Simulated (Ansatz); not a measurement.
**Fe: which structure wins at one pressure**

Aim: bring Fe in several structures (bcc, hcp, simple hexagonal, sc, beta tin) to one pressure and rank them by enthalpy. The pressure is set by scaling the first phase. The runs shown use LAPW. Companion runs by PAW are cited.

Computed with Ansatz 0.2.0 (DFT, PBE, all-electron LAPW, scalar-relativistic, unless a step's input says otherwise).

## Step 1: The structure to begin with

The structure is cubic, space group Im-3m (No. 229). Conventional cell: a = 2.386 Å, b = 2.386 Å, c = 2.386 Å, α = 90.00°, β = 90.00°, γ = 90.00°. Fe (site symmetry m-3m) is surrounded by 8 Fe at 2.07 Å.

Coordinates:

```cif
data_structure
_symmetry_space_group_name_H-M 'P 1'
_symmetry_Int_Tables_number 1
_cell_length_a 2.0663
_cell_length_b 2.0663
_cell_length_c 2.0663
_cell_angle_alpha 109.471
_cell_angle_beta 109.471
_cell_angle_gamma 109.471
_cell_volume 6.79
loop_
_atom_site_label
_atom_site_type_symbol
_atom_site_fract_x
_atom_site_fract_y
_atom_site_fract_z
_atom_site_occupancy
Fe1 Fe 0.00000 0.00000 0.00000 1
```

## Step 2: Bcc relaxed under pressure, LAPW

input.yaml reads:

```yaml
crystal:
  lattice:
    - [-1.1929865226, 1.1929865226, 1.1929865226]
    - [1.1929865226, -1.1929865226, 1.1929865226]
    - [1.1929865226, 1.1929865226, -1.1929865226]
  atoms:
    - { symbol: Fe, position: [0.0, 0.0, 0.0], spin: 2.5 }
magnetization:
  spin_polarized: true
kpoints:
  mp_grid: { grid: [22, 22, 22] }
scf:
  occupations: { method: fermi_dirac, width: 0.1 }
hamiltonian:
  xc: pbe
  pseudopotentials: { kind: all_electron, lapw: { basis_error: 0.0005 } }
output:
  forces: true
  stress: true
  eigenvalues: true
relax:
  f_tol: 0.005
  max_steps: 12
  cell: { p_target: 320.0, stress_tol: 0.16 }
```

Command:

```sh
$ ansatz run input.yaml --threads 2 --pin off --max-ram 7168MiB --backend cpu --events-out ev --progress --plain --runs-dir out
```

Further steps of the session: Hcp relaxed under pressure, LAPW; Simple hexagonal relaxed under pressure, LAPW; Sc relaxed under pressure, LAPW; Beta tin relaxed under pressure, LAPW.

What does the calculation give? Wanted: pressure; lowest (for each run or level that gives them).

**Answer**, as computed:

| quantity | value |
| --- | --- |
| pressure | 320 GPa |
| lowest (LAPW) | hcp, 633.4 meV/atom under bcc |
| lowest (PAW) | hcp, 639.8 meV/atom under bcc |

**Reading.** By LAPW the order is hcp < bcc < simple hexagonal < beta tin < sc. By PAW the order is hcp < bcc < simple hexagonal < beta tin < sc. The methods agree on the lowest phase. Only these structures were tried, with electrons smeared by 0.1 eV and without vibrations, so the true ground state may be another. The k meshes differ between phases and weren't tested, which can move differences by some meV. Other magnetic orders may lie lower; this is the state that the run reached.
